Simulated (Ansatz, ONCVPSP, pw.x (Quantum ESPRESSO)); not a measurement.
## Si (bcc): variants of one ONCV potential in the solid

silicon, optimised norm-conserving Vanderbilt (ONCV), made with ONCVPSP 4.0.1.1 (patched build) (PBE, scalar-relativistic). Core [Ne], reference 3s2 3p2. Waves: 3s: rc 1.75 bohr, ncon 4, nbas 8, qcut 4.1 1/bohr, 1 projector; 3p: rc 2.25 bohr, ncon 4, nbas 8, qcut 2.9 1/bohr, 1 projector; d scattering state at 0.43 Ha: rc 2.25 bohr, ncon 3, nbas 7, qcut 4.1 1/bohr, 1 projector. Local part: polynomial inside 1.65 bohr (lpopt 5, dvloc0 0 Ha). Core correction: Teter function, fcfact 3, rcfact 1.5.

Crystal test: bcc Si in pw.x 7.5, no spin, 15³ k-points, Fermi–Dirac smearing 0.01 Ry, cutoffs set for each file from its atomic test. The reference is all-electron LAPW (Ansatz 0.2.0) with the same functional, mesh and smearing; V0 and B0 come from Birch–Murnaghan fits to the pressures at five volumes. Errors are pseudo minus all-electron; Δ is the rms difference of the E(V) curves that follow from these fits, minima aligned, over ±6 % about the mean V0. Mesh and smearing are coarse, so the numbers serve the comparison and aren't converged zero-temperature values; the lattice is a test structure that the element need not adopt.

All-electron: a0 = 3.083 Å (V0 = 14.65 Å³/atom), B0 = 93.0 GPa.

```csv
change,cutoffs (Ry),pw.x,a0 (Å),a0 error (%),B0 error (%),Δ (meV/atom),mean pressure error (GPa)
base,50/200,converged,3.077,-0.19,+0.7,1.7,-0.53
"core correction Teter function, fcfact 3, rcfact 1.08",50/200,converged,3.089,+0.19,-0.3,1.7,+0.55
"core correction Teter function, fcfact 3, rcfact 1.52",50/200,converged,3.076,-0.22,+0.9,2.0,-0.63
"core correction Teter function, fcfact 3, rcfact 1.68",50/200,converged,3.065,-0.57,+2.7,5.1,-1.60
"core correction Teter function, fcfact 3, rcfact 2.04",50/200,converged,3.058,-0.81,+9.7,7.4,-2.34
```

Q: Give the row for: core correction Teter function, fcfact 3, rcfact 1.26.

A: pw.x: converged; mean pressure error (GPa): +0.32; a0 (Å): 3.086; a0 error (%): +0.11; B0 error (%): -0.1; Δ (meV/atom): 1.0.
